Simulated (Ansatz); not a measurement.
# C8F: the cost of one run

Program: Ansatz 0.2.0. Level of theory: DFT PBE+D3(BJ), scalar-relativistic, plane waves, PAW. These are calculated values, not measurements.

The COD entry's cell or inner coordinates are ideal or old and differ from later refinements, so a difference from it is no clean test against experiment.

7 further runs of the same task are left out: 1 that didn't finish, 6 set aside as unsound or not needed. Runs told in other sessions of the task aren't counted.

### Step 1. The structure to begin with

It takes space group P-3m1 (No. 164, trigonal). Conventional cell: a = 2.465 Å, b = 2.465 Å, c = 27.108 Å, α = 90.00°, β = 90.00°, γ = 120.00°. Around C (site symmetry 3m) lie 3 C at 1.42 Å.

Structure file:

```cif
data_structure
_symmetry_space_group_name_H-M 'P 1'
_symmetry_Int_Tables_number 1
_cell_length_a 2.4650
_cell_length_b 2.4650
_cell_length_c 27.1076
_cell_angle_alpha 90.000
_cell_angle_beta 90.000
_cell_angle_gamma 120.000
_cell_volume 142.64
loop_
_atom_site_label
_atom_site_type_symbol
_atom_site_fract_x
_atom_site_fract_y
_atom_site_fract_z
_atom_site_occupancy
C1 C 0.00000 0.00000 0.31356 1
C2 C 0.66667 0.33333 0.31356 1
C3 C 0.00000 0.00000 0.43785 1
C4 C 0.33333 0.66667 0.43785 1
C5 C 0.00000 0.00000 0.56215 1
C6 C 0.66667 0.33333 0.56215 1
C7 C 0.00000 0.00000 0.68644 1
C8 C 0.33333 0.66667 0.68644 1
```

Miller indices refer to the conventional cell of the relaxed bulk, P6_3/mmc (No. 194): a = 2.465 Å, b = 2.465 Å, c = 6.738 Å, α = 90.00°, β = 90.00°, γ = 120.00°.

It is a (001) slab, 10.1 Å thick as cut, with 17 Å of vacuum; its outer planes are C (top) and C (bottom). An earlier relaxation, lower half held, gave -2008.5453 eV, work function 4.28 eV, gap on the mesh 17 meV, too small against the smearing to count.

### Step 2. F put at a top (C) site

input.yaml

```yaml
crystal:
  lattice:
    - [2.464979667, 0.0, 0.0]
    - [-1.2324898335, 2.1347350114, 0.0]
    - [0.0, 0.0, 29.1076495408]
  atoms:
    - { symbol: C, position: [0.0, 0.0, 0.2920194646] }
    - { symbol: C, position: [0.6666666667, 0.3333333333, 0.2920194566] }
    - { symbol: C, position: [0.0, 0.0, 0.4077696707] }
    - { symbol: C, position: [0.3333333333, 0.6666666667, 0.4077696627] }
    - { symbol: C, position: [0.0, 0.0, 0.5235198769] }
    - { symbol: C, position: [0.6666666667, 0.3333333333, 0.5235198689] }
    - { symbol: C, position: [0.0, 0.0, 0.6392700831] }
    - { symbol: C, position: [0.3333333333, 0.6666666667, 0.6392700751] }
    - { symbol: F, position: [0.0, 0.0, 0.6853060915] }
basis:
  ecutwfc: 420
kpoints:
  mp_grid: { grid: [12, 12, 1] }
hamiltonian:
  xc: pbe
  dispersion: d3bj
scf:
  occupations: { method: gaussian, width: 0.1 }
output:
  forces: true
  eigenvalues: true
  write_density: true
  write_potential: true
  elf: true
  volumetric_format: npy
relax:
  adjacent_minimum: "off"
  f_tol: 0.03
  max_steps: 70
  constraints: [{ sites: [0, 1, 2, 3] }]
efield:
  axis: 3
  dipole_correction: true
  ramp_width: 0.04
```

The run is started by

```
ansatz run input.yaml --threads 2 --pin off --max-ram 5120MiB --backend cpu --events-out ev --progress --plain --runs-dir out
```

**Question.** How long does this run take on 2 threads of Arm Neoverse V2, shared host, and how much memory does it need?

About 46 s, with a peak of 0.39 GiB.
